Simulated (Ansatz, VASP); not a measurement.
# KTaO3: VASP beside Ansatz

Contents of INCAR:

```
SYSTEM = KTaO3
PREC = Accurate
ENCUT = 600
EDIFF = 1E-7
ISMEAR = 0
SIGMA = 0.01
LREAL = .False.
LASPH = .True.
NELM = 100
ALGO = Normal
ISIF = 3
LWAVE = .False.
LCHARG = .False.
GGA = PS
IBRION = 2
NSW = 80
EDIFFG = -0.001
```

File KPOINTS:

```
Automatic mesh
0
Gamma
  8 8 8
  0 0 0
```

File POSCAR:

```
KTaO3
1.0
    3.9853843300      0.0000000000      0.0000000000
    0.0000000000      3.9853843300      0.0000000000
    0.0000000000      0.0000000000      3.9853843300
K Ta O
1 1 3
Direct
    0.5000000000      0.5000000000      0.5000000000
    0.0000000000      0.0000000000      0.0000000000
    0.5000000000      0.0000000000      0.0000000000
    0.0000000000      0.5000000000      0.0000000000
    0.0000000000      0.0000000000      0.5000000000
```

Input for Ansatz:

```yaml
crystal:
  lattice:
    - [3.98538433, 0.0, 0.0]
    - [0.0, 3.98538433, 0.0]
    - [0.0, 0.0, 3.98538433]
  atoms:
    - { symbol: K, position: [0.5, 0.5, 0.5] }
    - { symbol: Ta, position: [0.0, 0.0, 0.0] }
    - { symbol: O, position: [0.5, 0.0, 0.0] }
    - { symbol: O, position: [0.0, 0.5, 0.0] }
    - { symbol: O, position: [0.0, 0.0, 0.5] }
basis:
  ecutwfc: 420
kpoints:
  mp_grid: { grid: [8, 8, 8] }
hamiltonian:
  xc: pbesol
scf:
  occupations: { method: fixed }
output:
  forces: true
  stress: true
  eigenvalues: true
relax:
  adjacent_minimum: "off"
  f_tol: 0.001
  max_steps: 60
  cell: { stress_tol: 0.01 }
```

Alike in both runs: task relaxation of cell and atoms; functional PBEsol; k mesh 8 × 8 × 8; no spin polarisation.

|  | VASP | Ansatz |
| --- | --- | --- |
| version | VASP 6.6.1 | Ansatz 0.2.0 |
| potentials or method | VASP PAW PBE potentials, release 64 (K_sv, Ta_pv, O) | scalar-relativistic, plane waves, PAW |
| plane-wave cutoff (eV) | 600 | 420 |
| occupations | gaussian, width 0.01 eV | fixed |
| valence electrons in the cell | 38 | 40 |

|  | VASP | Ansatz | Ansatz less VASP |
| --- | --- | --- | --- |
| gap on the k mesh at the Fermi level, each at its own relaxed structure (eV) | 2.09 | 2.14 | +0.050 |
| relaxed volume (Å³/atom) | 12.70 | 12.66 | -0.037 |
| relaxed cell length with the largest relative difference (Å) | 3.989 | 3.985 | -0.0039 |

The two sets of potentials don't hold the same shells in valence.

Caveats: the PAW data sets were made with another functional, which shifts forces and pressure a little (VASP); spin-orbit coupling is left out, which moves the levels of the heavy elements. A k mesh can miss the band edges.
